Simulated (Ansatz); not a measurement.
Te under changes of volume

One of the cells (31.146 Å³/atom); the others are scaled copies at fixed shape and fractional positions:

```
Te
1.0
     2.30590    1.33131    1.69095
    -2.30590    1.33131    1.69095
     0.00000   -2.66263    1.69095
Te
1
Direct
  0.50000 0.50000 0.50000
```

This isn't the form of Te at room conditions, which is trigonal, of chains.

* Program: Ansatz 0.2.0
* Functional: LDA
* Potentials or basis: Ansatz PAW
* Cutoff: 420 eV (not typed: the program's choice for these potentials)
* k mesh: 9 × 9 × 9
* Occupations: cold, width 0.05 eV
* Spin: spin-orbit coupling, no magnetisation

| volume (Å³/atom) | energy over the lowest point (meV/atom) | pressure (GPa) |
| --- | --- | --- |
| 29.277 | ? | ? |
| 29.900 | 3.88 | 1.7 |
| 30.523 | 0.00 | 0.4 |
| 31.146 | 0.83 | -0.8 |
| 31.769 | 5.80 | -1.8 |
| 32.392 | 14.49 | -2.7 |
| 33.015 | 26.50 | -3.5 |

Q: What does the run at 29.277 Å³/atom give?

A: Energy over the lowest point 13.33 meV/atom; pressure 3.2 GPa.

Worked out: A Birch-Murnaghan fit of order 3 (a polynomial in V^(-2/3)) to the other rows has its minimum at 30.72 Å³/atom with B0 = V·E''(V) = 57 GPa and B' = 4.7 at fixed shape and positions, which overstates the stiffness. It gives 13.00 meV/atom at 29.277 Å³/atom, against the run's 13.33, and -dE/dV = 3.1 GPa, against 3.2.

Energies are extrapolated to zero smearing.

Caveats: the PAW data sets come from PBE, with cores solved anew for the run's functional, which leaves a small shift of forces and pressure.
